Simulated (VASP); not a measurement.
Wanted: the native input for a VASP 6.6.1 run.

* Task: single point
* Functional: LDA
* Potentials or basis: VASP PAW LDA potentials, release 64 (K_sv, Mg, F)
* Cutoff: 520 eV
* k mesh: 6 × 6 × 6
* Occupations: gaussian, width 0.05 eV
* Spin: no spin polarisation
* Dipole correction: no
* Further INCAR settings: ALGO = Fast; EDIFF = 1e-07; NBANDS = 24

The structure of KMgF3 lies in POSCAR:

```
KMgF3
1.0
    3.9859000000      0.0000000000      0.0000000000
    0.0000000000      3.9859000000      0.0000000000
    0.0000000000      0.0000000000      3.9859000000
K Mg F
1 1 3
Direct
    0.5000000000      0.5000000000      0.5000000000
    0.0000000000      0.0000000000      0.0000000000
    0.5000000000     -0.0776133914     -0.0776133914
    0.0000000000      0.4223866086     -0.0776133914
    0.0000000000     -0.0776133914      0.4223866086
```

The cell isn't the ideal one: all F atoms moved +0.438 Å, as atom 3 towards its neighbour atom 1 (K) at 2.818 Å.

These files were run (other wordings do the same):

INCAR

```
PREC = Accurate ; ENCUT = 520
EDIFF = 1E-7 ; ISMEAR = 0
SIGMA = 0.05 ; LREAL = F
LASPH = T ; NELM = 100
ALGO = Fast ; ISIF = 2
LWAVE = F ; LCHARG = F
GGA = CA ; NBANDS = 24
```

KPOINTS

```
regular mesh
0
Gamma
  6 6 6
```

Potentials or basis: VASP PAW LDA potentials, release 64 (K_sv, Mg, F).

Run with:

```bash
$ cat potpaw_LDA.64/K_sv/POTCAR potpaw_LDA.64/Mg/POTCAR potpaw_LDA.64/F/POTCAR > POTCAR
$ mpirun -np 1 vasp_std > vasp.out
```

Results of the run:

The pressure is 4.3 GPa and the largest force is 4.350 eV/Å. The band gap on the k mesh is 6.85 eV, indirect (least direct gap 7.17 eV).

Caveat: forces of over 1 eV/Å show positions far from the minimum, so gaps and moduli don't describe the material at rest.

It took 56 s on 1 thread of Intel(R) Xeon(R) 6975P-C (Granite Rapids), on a shared host, peak memory 0.19 GiB.
